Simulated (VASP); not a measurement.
Output of a VASP run:

**OSZICAR**
```
       N       E                     dE             d eps       ncg     rms          rms(c)
DAV:   1     0.859962474263E+02    0.85996E+02   -0.68689E+03  2098   0.112E+03
DAV:   2     0.124366894446E+01   -0.84753E+02   -0.79502E+02  2237   0.249E+02
DAV:   3    -0.609644035251E+01   -0.73401E+01   -0.72959E+01  2521   0.757E+01
DAV:   4    -0.624481343496E+01   -0.14837E+00   -0.14825E+00  2275   0.120E+01
DAV:   5    -0.624698102409E+01   -0.21676E-02   -0.21675E-02  2491   0.142E+00    0.166E+00
DAV:   6    -0.612731683075E+01    0.11966E+00   -0.19647E-01  2390   0.288E+00    0.101E+00
DAV:   7    -0.611576720212E+01    0.11550E-01   -0.89318E-02  2399   0.190E+00    0.563E-01
DAV:   8    -0.611972792672E+01   -0.39607E-02   -0.66498E-03  2186   0.821E-01    0.111E-01
DAV:   9    -0.611970404655E+01    0.23880E-04   -0.10891E-04  2492   0.109E-01    0.593E-02
DAV:  10    -0.611976604157E+01   -0.61995E-04   -0.11595E-04  2183   0.103E-01    0.128E-02
DAV:  11    -0.611976582487E+01    0.21670E-06   -0.76533E-06  2381   0.305E-02    0.175E-03
DAV:  12    -0.611976621459E+01   -0.38972E-06   -0.49337E-07  2318   0.756E-03    0.627E-04
DAV:  13    -0.611976627762E+01   -0.63030E-07   -0.10121E-07  2258   0.251E-03
   1 F= -.61197663E+01 E0= -.61197663E+01  d E =-.551959E-11
```

File OUTCAR:
```
------------------------ aborting loop because EDIFF is reached ----------------------------------------
  FORCE on cell =-STRESS in cart. coord.  units (eV):
  Direction    XX          YY          ZZ          XY          YZ          ZX
  --------------------------------------------------------------------------------------
  Total        0.0468369      0.0465997      0.0468369      0.0000000      0.0000000     -0.0325329
  in kB        1.3771590      1.3701831      1.3771590      0.0000000      0.0000000     -0.9565732
  external PRESSURE =       1.3748337 kB  Pullay stress =       0.0000000 kB
  volume of cell :       54.49
      direct lattice vectors                 reciprocal lattice vectors
     0.015045335  3.009066918  3.009066918    -0.166999464  0.166164467  0.166999464
     3.024112252  0.000000000  3.024112252     0.165337778 -0.166164467  0.165337778
     3.009066918  3.009066918  0.015045335     0.166999464  0.166164467 -0.166999464
 POSITION                                       TOTAL-FORCE (eV/Angst)
 -----------------------------------------------------------------------------------
      0.00000      0.00000      0.00000         0.000000     -0.000000      0.000000
      3.02411      3.00907      3.02411        -0.000000      0.000000     -0.000000
 -----------------------------------------------------------------------------------
    total drift:                               -0.000000     -0.000000      0.000000
  FREE ENERGIE OF THE ION-ELECTRON SYSTEM (eV)
  ---------------------------------------------------
  free  energy   TOTEN  =        -6.1197662776 eV

  energy  without entropy=       -6.1197662776  energy(sigma->0) =       -6.11976628
```
(Selected blocks of OUTCAR.)

POSCAR:
```
NaBr
1
    0.0150453346     3.0090669175     3.0090669175
    3.0241122521     0.0000000000     3.0241122521
    3.0090669175     3.0090669175     0.0150453346
Na Br
1 1
Direct
  0.0000000000   0.0000000000   0.0000000000
  0.5000000000   0.5000000000   0.5000000000
```

Task: Write an INCAR and KPOINTS that could have produced this output.

Result: One answer among several that fit: the input of the run itself, PBE GGA, plane waves, VASP's PBE PAW potentials (set 64).

### KPOINTS
```
kpoints
0
G
8 8 8
```

### INCAR
```
ALGO=Normal
EDIFF=1E-7
ENCUT=480
GGA=PE
ISIF=2
ISMEAR=0
LASPH=.TRUE.
LCHARG=.FALSE.
LMAXMIX=4
LREAL=.FALSE.
LWAVE=.FALSE.
NELM=100
PREC=Accurate
SIGMA=0.05
SYSTEM=NaBr
```

POTCAR, in this order: Na_pv Br (PBE.64 set). Program: vasp_std.

The compound is NaBr in the rock salt structure. This cell was strained or had an atom moved on purpose.
